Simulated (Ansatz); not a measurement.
# C (C2/m): scan of the energy under strain

What does a strain cost in C (C2/m)? Aim: a scan of the energy under strain, for C (C2/m), run from a script.

All numbers are computed with Ansatz 0.2.0, driven from Python. Level of theory: DFT PBEsol, plane waves, PAW.

### 1 The system

Symmetry: C2/m, No. 12, monoclinic system. The conventional cell has a = 4.255 Å, b = 2.457 Å, c = 3.765 Å, α = 90.00°, β = 111.49°, γ = 90.00°. C (site symmetry m) has 3 C at 1.42 Å as nearest neighbours.

The script holds or builds the structure itself.

### 2 The code

File strain_c.py:

```python
import ansatz as az
import numpy as np

FILLING = "fermi_dirac"
WIDTH_EV = 0.1
ECUT = 510
FUNCTIONAL = "pbesol"
MESH = (16, 16, 10)

vectors0 = np.array([
    [2.12732, -1.228282, 0.0],
    [2.12732, 1.228282, 0.0],
    [-1.37907, 0.0, 3.50283],
])
sites = [
    ("C", (0.833356, 0.833356, 9.3e-05)),
    ("C", (0.166644, 0.166644, 0.999907)),
]


def build(cell):
    crystal = az.Crystal(lattice=az.Lattice.of(cell))
    for symbol, position in sites:
        crystal = crystal.atom(symbol, position)
    return crystal


def main() -> None:
    values = np.linspace(-0.03, 0.03, 7)
    energies = []
    for d in values:
        strain = np.array([[0, d / 2, 0], [d / 2, 0, 0], [0, 0, 0]])
        cell = vectors0 @ (np.eye(3) + strain)
        model = (
            build(cell).calculation()
            .occupations(FILLING, width=WIDTH_EV)
            .basis(ECUT)
            .functional(FUNCTIONAL)
            .pseudopotentials("paw")
            .kpoints(*MESH)
            .stress()
        )
        report = model.run(threads=1, pin="off").report
        energies.append(report["free_energy_ev"] / len(sites))
        s = report["stress_gpa"]
        print(f"d = {d:+.4f}  stress xx yy zz xy (GPa, compression positive): {s[0][0]:8.3f} {s[1][1]:8.3f} {s[2][2]:8.3f} {s[0][1]:8.3f}")
    energies = np.array(energies)

    for value, e in zip(values, energies):
        print(f"strain {value:7.3f}   E - Emin = {1000 * (e - energies.min()):9.3f} meV/atom")
    curvature = 2 * np.polyfit(values, energies, 3)[1]
    volume = abs(np.linalg.det(vectors0)) / len(sites)
    print(f"d2E/dd2 over the volume: {curvature / volume * 160.21766:.1f} GPa")


if __name__ == "__main__":
    main()
```

### 3 Launch

Launch:

```
python strain_c.py
```

Standard output:

```text
d = -0.0300  stress xx yy zz xy (GPa, compression positive):    1.626    1.547    0.486   13.246
d = -0.0200  stress xx yy zz xy (GPa, compression positive):    1.364    1.286    0.496    8.831
d = -0.0100  stress xx yy zz xy (GPa, compression positive):    1.205    1.132    0.503    4.416
d = +0.0000  stress xx yy zz xy (GPa, compression positive):    1.152    1.081    0.505    0.000
d = +0.0100  stress xx yy zz xy (GPa, compression positive):    1.205    1.132    0.503   -4.416
d = +0.0200  stress xx yy zz xy (GPa, compression positive):    1.364    1.286    0.496   -8.831
d = +0.0300  stress xx yy zz xy (GPa, compression positive):    1.626    1.547    0.486  -13.246
strain  -0.030   E - Emin =    11.369 meV/atom
strain  -0.020   E - Emin =     5.053 meV/atom
strain  -0.010   E - Emin =     1.263 meV/atom
strain   0.000   E - Emin =     0.000 meV/atom
strain   0.010   E - Emin =     1.263 meV/atom
strain   0.020   E - Emin =     5.053 meV/atom
strain   0.030   E - Emin =    11.369 meV/atom
d2E/dd2 over the volume: 442.2 GPa
```

Wall time 2.4 min (1 thread of Intel Xeon Platinum 8259CL at 2.50GHz (Skylake/Cascade Lake), shared host); peak memory 0.64 GiB.

### 4 What each run gave

The 7 runs, in the order started:

| run | strain | energy from run 4 (meV/atom) | pressure (GPa) | SCF cycles | CPU time (s) |
| --- | --- | --- | --- | --- | --- |
| 1 | -0.030 | 11.37 | 1.22 | 6 | 17 |
| 2 | -0.020 | 5.05 | 1.05 | 6 | 21 |
| 3 | -0.010 | 1.26 | 0.95 | 6 | 23 |
| 4 | 0.000 | 0.00 | 0.91 | 6 | 14 |
| 5 | 0.010 | 1.26 | 0.95 | 6 | 23 |
| 6 | 0.020 | 5.05 | 1.05 | 6 | 21 |
| 7 | 0.030 | 11.37 | 1.22 | 6 | 21 |

Energies are free energies F = E - TS of the smeared occupations. 

### 5 What came out

| quantity | value |
| --- | --- |
| curvature under the strain | 442.2 GPa |
| runs compared | 7 |
| range of energy | 11.37 meV/atom |
| lowest point, strain | 0.000 |

Against the unstrained cell the energy per atom changes by +11.37 meV at one end of the scan and +11.37 meV at the other, and its second derivative over the volume is 442.2 GPa. Within a few hundredths of an angstrom the cell has the higher group R-3m; the lower one is a small distortion. The curvature belongs to this strain pattern and to the cell's stress; it equals a single elastic constant only for simple patterns. The ions keep their fractional positions (clamped ions). Whether this is the phase that is stable at ambient conditions was not tested.
